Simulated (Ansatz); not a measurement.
**What DFT gives for La**

```xyz
1
Lattice="0.0000 2.5823 2.5823 2.5823 0.0000 2.5823 2.5823 2.5823 0.0000" Properties=species:S:1:pos:R:3 pbc="T T T"
La    0.0000    0.0000    0.0000
```

Method: r2SCAN, no spin polarisation; PAW, plane waves to 500 eV, 11×11×11 Γ-centred mesh, fermi-dirac occupations (width 0.0844 eV) (Ansatz 0.2.0), atoms fixed.

Q: What do density and ELF say about some of the short contacts?

A: La–La at 3.65 Å: least valence density 0.10 e/Å³ and ELF 0.11 there. These are pseudo-fields; inside the PAW spheres they differ from the all-electron ones.

Q: Metal or insulator?

A: It is a metal, with about 1.8 states/eV a cell as the mean within 0.25 eV of the Fermi level, mostly La d (82 %).

Q: What does the stress say?

A: The pressure is 2.0 GPa (compression positive), so with the atoms held at these fractions the cell would first expand.

Origin: a known structure type with other elements, at an estimated volume, so it need not be a known compound. Caveats: many states at the Fermi level without spin polarisation, so a magnetic state may lie lower; f levels without a U or exact exchange are poorly placed.
